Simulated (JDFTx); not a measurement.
Write the native input for JDFTx 1.7.0 (patched build) that does the following.

```yaml
Task: single point
Functional: r2SCAN
Potentials_or_basis: SG15-PBE-1.2 with smoothed tails
Cutoff: 1088 eV
Density_cutoff: 8708 eV
k_mesh: 4 × 4 × 4
Occupations: fermi-dirac, width 0.05 eV
Spin: no spin polarisation
Local_potential_set_to_-Z/r_beyond: 6 bohr
Bands: 11
Density_cutoff_over_wavefunction_cutoff: 8
Max_SCF_steps: 100
SCF_threshold_on_the_energy: 1e-09 Ha
Solver_of_the_electrons: scf
Further_solve_for_the_empty_bands: yes
```

Li2S:

```
S Li
1.0
     0.00000    2.84450    2.84450
     2.84450    0.00000    2.84450
     2.84450    2.84450    0.00000
S Li
1 2
Direct
  0.00000 0.00000 0.00000
  0.75000 0.75000 0.75000
  0.25000 0.25000 0.25000
```

These files were run (other wordings do the same):

Li2S.in

```
include Li2S.lattice
coords-type Lattice
include Li2S.ionpos

ion-species pseudo/S.upf
ion-species pseudo/Li.upf
elec-cutoff 40 320
elec-ex-corr mgga-x-r2scan mgga-c-r2scan
kpoint-folding 4 4 4
elec-smearing Fermi 0.0018374661
elec-n-bands 11
electronic-SCF nIterations 100 energyDiffThreshold 1e-09
electronic-minimize nIterations 30 energyDiffThreshold 1e-7
converge-empty-states yes
forces-output-coords Cartesian

dump-name run.$VAR
dump End Ecomponents EigStats BandEigs Kpoints Forces Stress ElecDensity KEdensity
```

Li2S.lattice

```
lattice \
    0.0000000000     5.3753259615     5.3753259615 \
    5.3753259615     0.0000000000     5.3753259615 \
    5.3753259615     5.3753259615     0.0000000000
```

Li2S.ionpos

```
ion S      0.0000000000     0.0000000000     0.0000000000 1
ion Li     0.7500000000     0.7500000000     0.7500000000 1
ion Li     0.2500000000     0.2500000000     0.2500000000 1
```

Potentials or basis: SG15-PBE-1.2 with smoothed tails.

The run is started by

```sh
$ jdftx -c 1 -i Li2S.in -o Li2S.out
```

It gave:

```yaml
Pressure: 0.4 GPa
Band_gap_on_the_k_mesh: 3.88 eV, indirect (least direct gap 4.90 eV)
```

Caveat: the k mesh is coarse (spacing up to 0.48 Å⁻¹), so the values aren't converged; the potentials were made for another functional, which shifts forces and pressure.

It took 39 s on 1 thread of Intel(R) Xeon(R) 6975P-C (Granite Rapids), with other jobs on the host, peak memory 0.19 GiB.
